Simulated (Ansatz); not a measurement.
# Au (Pm-3m) in Ansatz: convergence with k mesh

Aim: find how far k mesh must go before the results for Au settle, at r2SCAN. This setting moves, with any that are tied to it; all else stays.

All numbers are computed with Ansatz 0.2.0; they aren't measurements. Logs are shortened: lines on timing, memory, paths and dates and some standing lists are left out, and cuts for length are marked.

## (1) The structure

Symmetry: Pm-3m, No. 221, cubic system. The conventional cell has a = 2.748 Å, b = 2.748 Å, c = 2.748 Å, α = 90.00°, β = 90.00°, γ = 90.00°. Around Au (site symmetry m-3m) lie 6 Au at 2.75 Å.

The cell was built by a generator and needn't be a form met in nature.

## (2) With k mesh 3 × 3 × 3

File input.yaml:

```yaml
crystal:
  lattice:
    - [2.74841, 0.0, 0.0]
    - [0.0, 2.74841, 0.0]
    - [0.0, 0.0, 2.74841]
  atoms:
    - { symbol: Au, position: [0.5, 0.5, 0.5] }
hamiltonian:
  xc: r2scan
  pseudopotentials: { kind: paw, source: jth }
kpoints:
  mp_grid: { grid: [3, 3, 3] }
scf:
  occupations: { method: methfessel_paxton, width: 0.05 }
output:
  forces: true
  stress: true
  eigenvalues: true
```

Potentials or basis: JTH PAW.

Run with:

```bash
ansatz run input.yaml --threads 2 --pin off --max-ram 5632MiB --backend cpu --events-out ev --progress --plain --runs-dir out
```

Run time: 0.62 s. Hardware: 2 threads of Arm Neoverse V1, shared host; peak memory 0.29 GiB.

Results:

- Free energy: -10560.2350 eV
- Pressure: 2.1 GPa
- Band gap on the k mesh: none (metal or under the smearing width)

## (3) With k mesh 4 × 4 × 4

Edit input.yaml of step 2 so:

```diff
@@ -11,3 +11,3 @@
 kpoints:
-  mp_grid: { grid: [3, 3, 3] }
+  mp_grid: { grid: [4, 4, 4] }
 scf:
```

Potentials or basis: JTH PAW.

Run with:

```bash
ansatz run input.yaml --threads 2 --pin off --max-ram 5632MiB --backend cpu --events-out ev --progress --plain --runs-dir out
```

Run time: 0.9 s. Hardware: 2 threads of Arm Neoverse V1, shared host; peak memory 0.3 GiB.

Results:

- Free energy: -10560.8984 eV
- Pressure: -4.7 GPa
- Band gap on the k mesh: none (metal or under the smearing width)

## (4) With k mesh 5 × 5 × 5

Edit input.yaml of step 3 so:

```diff
@@ -11,3 +11,3 @@
 kpoints:
-  mp_grid: { grid: [4, 4, 4] }
+  mp_grid: { grid: [5, 5, 5] }
 scf:
```

Run with:

```bash
ansatz run input.yaml --threads 2 --pin off --max-ram 5632MiB --backend cpu --events-out ev --progress --plain --runs-dir out
```

Wall time 0.87 s (2 threads of Arm Neoverse V1, shared host); peak memory 0.3 GiB.

What came out:

| Item | Value |
| --- | --- |
| Free energy | -10560.6105 eV |
| Pressure | -1.8 GPa |
| Band gap on the k mesh | none (metal or under the smearing width) |

## (5) With k mesh 6 × 6 × 6

Edit input.yaml of step 4 so:

```diff
@@ -11,3 +11,3 @@
 kpoints:
-  mp_grid: { grid: [5, 5, 5] }
+  mp_grid: { grid: [6, 6, 6] }
 scf:
```

Run with:

```bash
ansatz run input.yaml --threads 2 --pin off --max-ram 5632MiB --backend cpu --events-out ev --progress --plain --runs-dir out
```

It took 1.3 s on 2 threads of Arm Neoverse V1, shared host; peak memory 0.31 GiB.

Results:

```yaml
Free_energy: -10560.8127 eV
Pressure: -2.5 GPa
Band_gap_on_the_k_mesh: none (metal or under the smearing width)
```

## (6) With k mesh 7 × 7 × 7

Edit input.yaml of step 5 so:

```diff
@@ -11,3 +11,3 @@
 kpoints:
-  mp_grid: { grid: [6, 6, 6] }
+  mp_grid: { grid: [7, 7, 7] }
 scf:
```

Potentials or basis: JTH PAW.

Run with:

```bash
ansatz run input.yaml --threads 2 --pin off --max-ram 5632MiB --backend cpu --events-out ev --progress --plain --runs-dir out
```

It took 1.3 s on 2 threads of Arm Neoverse V1, shared host; peak memory 0.31 GiB.

The run converged. Its results:

```
Free energy            : -10560.7463 eV
Pressure               : -3.2 GPa
Band gap on the k mesh : none (metal or under the smearing width)
```

## (7) With k mesh 9 × 9 × 9

Edit input.yaml of step 6 so:

```diff
@@ -11,3 +11,3 @@
 kpoints:
-  mp_grid: { grid: [7, 7, 7] }
+  mp_grid: { grid: [9, 9, 9] }
 scf:
```

Run with:

```bash
ansatz run input.yaml --threads 2 --pin off --max-ram 5632MiB --backend cpu --events-out ev --progress --plain --runs-dir out
```

It took 1.7 s on 2 threads of Arm Neoverse V1, shared host; peak memory 0.32 GiB.

It converged, with:

| Item | Value |
| --- | --- |
| Free energy | -10560.7773 eV |
| Pressure | -3.3 GPa |
| Band gap on the k mesh | none (metal or under the smearing width) |

## (8) With k mesh 11 × 11 × 11

Edit input.yaml of step 7 so:

```diff
@@ -11,3 +11,3 @@
 kpoints:
-  mp_grid: { grid: [9, 9, 9] }
+  mp_grid: { grid: [11, 11, 11] }
 scf:
```

Run with:

```bash
ansatz run input.yaml --threads 2 --pin off --max-ram 5632MiB --backend cpu --events-out ev --progress --plain --runs-dir out
```

Wall time 2.6 s (2 threads of Arm Neoverse V1, shared host); peak memory 0.33 GiB.

It converged, with:

| Quantity | Value |
| --- | --- |
| Free energy | -10560.7824 eV |
| Pressure | -3.0 GPa |
| Band gap on the k mesh | none (metal or under the smearing width) |

## (9) With k mesh 13 × 13 × 13

Edit input.yaml of step 8 so:

```diff
@@ -11,3 +11,3 @@
 kpoints:
-  mp_grid: { grid: [11, 11, 11] }
+  mp_grid: { grid: [13, 13, 13] }
 scf:
```

Potentials or basis: JTH PAW.

Run with:

```bash
ansatz run input.yaml --threads 2 --pin off --max-ram 5632MiB --backend cpu --events-out ev --progress --plain --runs-dir out
```

Run time: 3.7 s. Hardware: 2 threads of Arm Neoverse V1, shared host; peak memory 0.35 GiB.

It converged, with:

* Free energy: -10560.7797 eV
* Pressure: -2.9 GPa
* Band gap on the k mesh: none (metal or under the smearing width)

## (10) With k mesh 16 × 16 × 16

Edit input.yaml of step 9 so:

```diff
@@ -11,3 +11,3 @@
 kpoints:
-  mp_grid: { grid: [13, 13, 13] }
+  mp_grid: { grid: [16, 16, 16] }
 scf:
```

Potentials or basis: JTH PAW.

Run with:

```bash
ansatz run input.yaml --threads 2 --pin off --max-ram 5632MiB --backend cpu --events-out ev --progress --plain --runs-dir out
```

Output:

```text
Warning: the checks of this Au dataset prove no rule for summing its radial tables, as where they were carried onto another mesh than they were made on, and Gregory's rule is taken, under which a leading mesh point left out moves its sums only by what lay on the interval it spanned. That does not make them correct, and they differ from Quantum ESPRESSO's on this file; a re-export a fraction of a mesh step off can move them. hamiltonian.pseudopotentials.radial_quadrature: simpson_from_first_knot sums it by `pw.x`'s rule; on a PAW file no value gives `pw.x`'s numbers. What more to know: hamiltonian.pseudopotentials.radial_quadrature, in the input reference
Warning: RAYON_NUM_THREADS=2 ignored (pool sized by the plan → 2); use --threads N
Engine: ansatz 0.2.0, aarch64-unknown-linux-gnu
Pseudopotentials: kind: paw
Pseudopotential: Au, paw, valence charge 11, recommended cutoff 750 eV (normal), Au.paw.azcp
Functional definition: r2SCAN
  parameter k0 = 0.174
  parameter k1 = 0.065
  parameter a1 = 4.9479
  exchange = r2scan_x(k0 = k0, k1 = k1, a1 = a1)
  correlation = r2scan_c
Crystal: 1 atoms, lattice volume = 20.761 Å³
Basis set: ecut = 750 eV, 949 PW (Γ), exchange–correlation on 100×100×100 points (64 copies of the dense FFT grid, shifted against one another)
Bands: 10, of which v1, the nominal top of the filled ones, is band 6 counted from 1 (5 counted from 0)
Symmetry: 48 space group operations
Space group: Pm-3m (ITA 221), of the structure as read, at distance tolerance 2.7e-5 Å
k-points: 165 of 4096
Non-local potential: Au, projectors of the file, l = 0: 2, l = 1: 2, l = 2: 2
PAW form: soft (Blöchl's): semilocal exchange-correlation on the pseudo side does not see the compensation charge
PAW frozen core: Au, regenerated for the run's functional (the file was generated under x = pbe(κ = 0.804, μ = 0.2195149727645171), c = pbe(β = 0.06672455060314922))
PAW one-centre angular grid: Au, 590 points (default); XC on 160 Gauss nodes
Initial density: superposition of atomic densities (chi_scale 0.1, normalization cell)
Initial wavefunctions: pseudopotential atomic-orbital guess
Functional: x = r2scan, c = r2scan; τ floored in thin density (d = 2e-4 eV/Å³)
iter 1 solved again at ethr=2.69e-3 eV; its pass at ethr=3.10e-3 eV (dr2=2.96e-1 eV) is discarded
SCF iter   1: F=—  HF=-10560.856237 eV  |F-HF|=—  |Δ(HF+E_count)|=         —  Δρ=3.64e-2  dr2=3.02e-1  dr2_τ=1.90e-2  ethr=2.69e-3  ⟨swp⟩=1.0  Hψ=22562  notcnv=0
preconditioner: auto → none  [insulator: Δε(μ)=0.083 eV  Ē_g=15.252 eV  σ=0.050 eV  W_gap=0.96  n_scr=6 (ndim 8)  ℏωp=27.0 eV  f_vac=0.000  D(μ)=0.11/eV (n_scr^D=0)  ε∞_Penn≈4.1]
SCF iter   2: F=—  HF=-10560.785272 eV  |F-HF|=—  |Δ(HF+E_count)|=   7.10e-2  S|Δr|=    0.00e0  Δρ=1.35e-2  dr2=1.14e-2  dr2_τ=2.99e-2  ethr=2.69e-3  ⟨swp⟩=2.9  Hψ=3177  notcnv=0
SCF iter   3: F=—  HF=-10560.779600 eV  |F-HF|=—  |Δ(HF+E_count)|=   5.67e-3  S|Δr|=    0.00e0  Δρ=5.71e-3  dr2=5.73e-3  dr2_τ=3.59e-3  ethr=1.03e-4  ⟨swp⟩=2.6  Hψ=4015  notcnv=0  defer=7
SCF iter   4: F=—  HF=-10560.780436 eV  |F-HF|=—  |Δ(HF+E_count)|=   8.36e-4  S|Δr|=    0.00e0  Δρ=1.01e-3  dr2=1.79e-4  dr2_τ=1.79e-4  ethr=5.21e-5  ⟨swp⟩=2.6  Hψ=3242  notcnv=0  defer=8
SCF iter   5: F=—  HF=-10560.780360 eV  |F-HF|=—  |Δ(HF+E_count)|=   7.60e-5  S|Δr|=    0.00e0  Δρ=9.22e-5  dr2=1.26e-6  dr2_τ=1.01e-6  ethr=1.63e-6  ⟨swp⟩=2.1  Hψ=2616  notcnv=0  defer=8
SCF iter   6: F=—  HF=-10560.780361 eV  |F-HF|=—  |Δ(HF+E_count)|=   6.88e-7  S|Δr|=    0.00e0  Δρ=6.23e-5  dr2=4.49e-7  dr2_τ=7.67e-7  ethr=9.09e-10  ⟨swp⟩=8.9  Hψ=10704  notcnv=0
SCF iter   7: F=—  HF=-10560.780361 eV  |F-HF|=—  |Δ(HF+E_count)|=   2.43e-7  S|Δr|=    0.00e0  Δρ=2.60e-5  dr2=1.11e-7  dr2_τ=5.77e-8  ethr=4.08e-9  ⟨swp⟩=2.1  Hψ=2547  notcnv=0
SCF iter   8: F=-10560.780361 eV  HF=-10560.780361 eV  |F-HF|=1.00e-9  |Δ(HF+E_count)|=   4.93e-8  S|Δr|=    0.00e0  Δρ=2.56e-6  dr2=1.47e-9  dr2_τ=9.89e-11  ethr=9.09e-10  ⟨swp⟩=4.9  Hψ=5605  notcnv=0
SCF 1 converged in 8 iterations: F = -10560.780361 eV  dr2 = 1.47e-9
SCF converged after 8 iterations
Stability not checked: this state was not tested for a lower state beside it, because cold or Methfessel-Paxton smearing, or corrected tetrahedra, fill the levels in a way that the test cannot read (fill_not_monotonic; see scf.lower_state_search)
Free energy (F): -10560.780361 eV
Harris-Foulkes:  -10560.780361 eV  (|F-HF|=1.00e-9)
Internal energy: -10560.780365 eV  (E = F + TS)
E sigma→0 (E₀):  -10560.780362 eV
Entropy (-TS):   0.000004 eV (0.004 meV/atom)
Fermi energy:    11.550416 eV
--- Per-component energies (eV) ---
  E_band       = 87.058370
  E_kinetic    = 251.149188
  E_local      = -405.296923  (includes V_loc(G=0)·N_el)
  E_nonlocal   = 217.475407
  E_hartree    = 140.612671
  E_xc         = -74.655767
  E_vxc        = -100.909370  (∫ρ·V_xc dr)
  E_paw        = -9791.822942  (= ΣΔE_a)
  E_vpaw       = -163.523030  (= ΣTr[D̂ρ^β])
  E_aug_tail   = 0.000061  (compensation charges beyond the density's cutoff)
  E_vtau       = 6.936858  (kinetic-family band-sum trace: ∫τ·v_τ [+ j·A + Jᵃ·Aᵃ] dr)
  E_ewald      = -899.353702
  E_core_change = 1.111642  (= ΣΔE_core)
  E_smearing   = 0.000004  (= −TS)
  E_closure    = 0.000000  (closes the sum)
  Σ components = -10560.780361   (vs F -10560.780361, Δ=0.00e0)
--- Forces (eV/Å), atoms counted from 1 ---
  atom   1  Au     0.00000000     0.00000000     0.00000000
  max |Σ_I F_I| component: 1.63e-29 eV/Å
--- Stress (GPa, compression-positive) ---
       -2.954066      -0.000000      -0.000000
        0.000000      -2.954066       0.000000
        0.000000       0.000000      -2.954066
  P = ⅓ Tr σ = -2.9541 GPa (-29.541 kbar)
--- Band table (eV; the first three rows and the last of 165) ---
  k-point 0: bands = ["3.6258", "5.6292", "5.6292", "9.8550", "9.8550", "9.8550", "26.0908", "26.0908", "26.0908", "30.9334"]
  k-point 1: bands = ["3.7238", "5.6436", "5.7062", "9.7915", "9.7915", "9.8601", "25.2303", "26.2489", "26.2489", "31.4070"]
  k-point 2: bands = ["3.9965", "5.6849", "5.9499", "9.6152", "9.6152", "9.8748", "23.4854", "26.7055", "26.7055", "31.8625"]
  k-point 164: bands = ["6.3731", "6.3731", "6.3731", "11.1614", "11.1614", "20.3711", "20.3711", "20.3711", "22.3843", "24.1092"]
```

Run time: 6.7 s. Hardware: 2 threads of Arm Neoverse V1, shared host; peak memory 0.4 GiB.

What came out:

```
Free energy            : -10560.7804 eV
Pressure               : -3.0 GPa
Band gap on the k mesh : none (metal or under the smearing width)
```

## (11) Result

| k mesh | energy less the tightest run, at zero smearing (meV/atom) | pressure (GPa) | SCF cycles | CPU time (s) | peak memory (GiB) |
| --- | --- | --- | --- | --- | --- |
| 3 × 3 × 3 | 546.96 | 2.08 | 7 | 1.1 | 0.29 |
| 4 × 4 × 4 | -117.74 | -4.70 | 10 | 1.6 | 0.3 |
| 5 × 5 × 5 | 170.36 | -1.78 | 8 | 1.6 | 0.3 |
| 6 × 6 × 6 | -31.96 | -2.54 | 10 | 2.4 | 0.31 |
| 7 × 7 × 7 | 34.27 | -3.17 | 8 | 2.3 | 0.31 |
| 9 × 9 × 9 | 3.26 | -3.30 | 7 | 3.3 | 0.32 |
| 11 × 11 × 11 | -1.99 | -3.03 | 8 | 5 | 0.33 |
| 13 × 13 × 13 | 0.72 | -2.88 | 8 | 7.1 | 0.35 |
| 16 × 16 × 16 | 0.00 | -2.95 | 8 | 13 | 0.4 |

Against the tightest run, the energy stays within 1 meV/atom from 13 × 13 × 13 on; the pressure stays within 0.1 GPa from 11 × 11 × 11 on. Meshes of other sizes hit other points, so gaps and Fermi surfaces needn't settle smoothly. The tightest run that finished is the yardstick and may itself not be fully converged.
